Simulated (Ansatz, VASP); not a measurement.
## V: VASP beside Ansatz

```
CELL_PARAMETERS angstrom
-1.45088 1.45088 1.45088
1.45088 -1.45088 1.45088
1.45088 1.45088 -1.45088
ATOMIC_POSITIONS crystal
V 0.00000 0.00000 0.00000
```

Alike in both runs: task single point; functional r2SCAN; k mesh 24 × 24 × 24; occupations fermi-dirac, width 0.1 eV; no spin polarisation.

|  | VASP | Ansatz |
| --- | --- | --- |
| version | VASP 6.6.1 | Ansatz 0.2.0 |
| potentials or method | VASP PAW PBE potentials, release 64 (V_sv) | plane waves (500 eV) with PAW, scalar-relativistic |
| plane-wave cutoff (eV) | 520 | 500 |
| valence electrons in the cell | 13 | 13 |

VASP gave:

```
pressure (GPa) : 19.8
```

Task: Which values does Ansatz return?

Result: Pressure (GPa): 18.8.

Caveats: so large a pressure means that the cell lies far from this level's equilibrium, or that cutoff or potentials fall short (VASP); the potentials were made for another functional, which shifts forces and pressure (VASP).
